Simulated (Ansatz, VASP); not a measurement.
## Two plane-wave programs on MgI2

Contents of INCAR:

```
PREC = Accurate
ENCUT = 600
EDIFF = 1E-6
ISMEAR = 0
SIGMA = 0.02
LREAL = False
LASPH = True
NELM = 100
ALGO = Normal
ISIF = 3
LWAVE = False
LCHARG = False
GGA = PE
IVDW = 12
IBRION = 2
NSW = 100
EDIFFG = -0.01
```

The input KPOINTS:

```
Automatic mesh
0
Gamma
  6 6 4
```

Contents of POSCAR:

```
MgI2
1.0
    4.1956844300      0.0000000000      0.0000000000
   -2.0978422200      3.6335694800      0.0000000000
    0.0000000000      0.0000000000      7.1057267200
Mg I
1 2
Direct
    0.0000000000      0.0000000000      0.0000000000
    0.3333333400      0.6666666900      0.2340768400
    0.6666666900      0.3333333400      0.7659231400
```

Input for Ansatz:

```yaml
crystal:
  lattice:
    - [4.19568443, 0.0, 0.0]
    - [-2.09784222, 3.63356948, 0.0]
    - [0.0, 0.0, 7.10572672]
  atoms:
    - { symbol: Mg, position: [0.0, 0.0, 0.0] }
    - { symbol: I, position: [0.33333334, 0.66666669, 0.23407684] }
    - { symbol: I, position: [0.66666669, 0.33333334, 0.76592314] }
basis:
  ecutwfc: 420
kpoints:
  mp_grid: { grid: [6, 6, 4] }
hamiltonian:
  xc: pbe
  dispersion: d3bj
scf:
  occupations: { method: gaussian, width: 0.02 }
output:
  forces: true
  stress: true
  eigenvalues: true
relax:
  adjacent_minimum: "off"
  f_tol: 0.01
  max_steps: 80
  cell: { stress_tol: 0.05 }
```

Alike in both runs: task relaxation of cell and atoms; functional PBE; dispersion D3(BJ); k mesh 6 × 6 × 4; occupations gaussian, width 0.02 eV; no spin polarisation.

```csv
,VASP,Ansatz
version,VASP 6.6.1,Ansatz 0.2.0
potentials or method,"VASP PAW PBE potentials, release 64 (Mg, I)","scalar-relativistic, plane waves, PAW"
plane-wave cutoff (eV),600,420
valence electrons in the cell,16,44
```

```csv
,VASP,Ansatz,Ansatz less VASP
"gap on the k mesh at the Fermi level, each at its own relaxed structure (eV)",3.51,3.55,+0.036
relaxed volume (Å³/atom),33.50,33.59,+0.082
relaxed cell length with the largest relative difference (Å),6.819,6.839,+0.0207
energy change over the relaxation (meV/atom),-8,-8,+0.3
```

The two sets of potentials don't hold the same shells in valence. Ansatz warned: «structure_snapped_to_symmetry».

Caveats: spin-orbit coupling is left out, which moves the levels of the heavy elements. A hybrid or GW would open this gap; PBE tends to underestimate it. A k mesh can miss the band edges.
